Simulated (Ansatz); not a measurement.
GaSb (zincblende) at its r2SCAN geometry, run in the plane-wave code Ansatz at 2 levels of theory. Calculated for a static, non-magnetic cell.

The r2SCAN input:
```yaml
crystal:
  lattice:
    - [0.0, 3.0658787993, 3.0658787993]
    - [3.0658787993, 0.0, 3.0658787993]
    - [3.0658787993, 3.0658787993, 0.0]
  atoms:
    - { symbol: Ga, position: [0.0, 0.0, 0.0] }
    - { symbol: Sb, position: [0.25, 0.25, 0.25] }
kpoints:
  mp_grid: { grid: [8, 8, 8] }
  band_path:
    path:
      - [0.0, 0.0, 0.0]
      - [-0.5, -0.5, 0.0]
      - [-0.375, -0.375, 0.25]
      - [-0.375, 0.0, 0.375]
      - [0.0, 0.0, 0.5]
      - [-0.5, -0.25, 0.25]
    npoints: 1
hamiltonian:
  xc: r2scan
scf:
  occupations: { method: fermi_dirac, width: 0.02 }
  n_extra_bands: 4
output:
  forces: true
  stress: true
  eigenvalues: true
  write_density: true
  write_potential: true
  elf: true
  volumetric_format: npy
```

Main results, then, where recorded, the levels near the gap in eV from the Fermi energy (columns number the bands from 0), one row a point of the path (Γ, X, U, K, L, W):
```
Crystal: 2 atoms, lattice volume = 57.636 Å³
Symmetry: 24 space group operations
Space group: F-43m (ITA 216)
```
```
Basis set: ecut = 500 eV, 1459 PW (Γ)
k-points: 29 of 512 (time reversal used)
SCF 1 converged in 6 iterations: F = -10289.860444 eV  dr2 = 1.76e-8
Free energy (F): -10289.860444 eV
Fermi energy:    7.650659 eV
--- Stress (GPa, compression-positive) ---
       -0.000728       0.000000       0.000000
        0.000000      -0.000728       0.000000
        0.000000       0.000000      -0.000728
  P = ⅓ Tr σ = -0.0007 GPa (-0.007 kbar)
```
```tsv
band_11	band_12	band_13	band_14	band_15	band_16
-0.218	-0.218	-0.218	0.196	2.776	2.776
-7.214	-2.885	-2.885	0.920	1.285	9.044
-7.024	-3.926	-2.488	1.441	3.984	6.866
-7.024	-3.926	-2.488	1.441	3.984	6.866
-6.751	-1.418	-1.418	0.463	3.811	3.811
-7.075	-3.659	-3.431	3.782	4.410	4.592
```

r2SCAN gives a direct gap of 0.41 eV at Γ.

HSE06. Against the first input these blocks differ (the band path and keys that only write files left aside):
```yaml
kpoints:
  mp_grid: { grid: [6, 6, 6] }
hamiltonian:
  xc: hse06
```

```
Basis set: ecut = 420 eV, 1139 PW (Γ)
k-points: 16 of 216 (time reversal used)
SCF 1 converged in 7 iterations: F = -10267.795906 eV  dr2 = 1.69e-10
Exchange kernel: α = 0.2500, screened, ω = 0.2079 Å⁻¹, Wigner–Seitz truncation, v(0) = 1046.8483 eV·Å³, q-mesh 6×6×6
SCF 2 stopped early in 7 iterations: F = -10272.656918 eV  dr2 = 1.92e-7
hybrid outer 1: dexx = +1.066e-2 eV, tail = 4.86e-5 eV
SCF 3 converged in 4 iterations: F = -10272.656785 eV  dr2 = 3.05e-9
hybrid outer 2: dexx = +8.274e-7 eV, tail = 3.32e-8 eV, Δε = 2.58e-3 eV
Free energy (F): -10272.656785 eV
Fermi energy:    7.681508 eV
--- Stress (GPa, compression-positive) ---
        0.184023       0.000000       0.000000
        0.000000       0.184023       0.000000
        0.000000       0.000000       0.184023
  P = ⅓ Tr σ = 0.1840 GPa (1.840 kbar)
```
```tsv
band_11	band_12	band_13	band_14	band_15	band_16
-0.397	-0.397	-0.397	0.375	3.040	3.040
-7.764	-3.170	-3.170	1.049	1.380	9.446
-7.557	-4.276	-2.751	1.577	4.202	7.176
-7.557	-4.276	-2.751	1.577	4.202	7.176
-7.286	-1.631	-1.631	0.610	4.046	4.046
-7.606	-3.996	-3.741	4.093	4.560	4.840
```

HSE06 gives a direct gap of 0.77 eV at Γ. The mean stress, +0.2 GPa, is small, and the program warns that its thresholds are loose for a hybrid's stress.

Small level splittings and stresses of the hybrids carry the error of their coarser meshes.

Totals of different functionals can't be compared.

Spin-orbit coupling is left out, which matters wherever the heavy atoms make up the band edges.
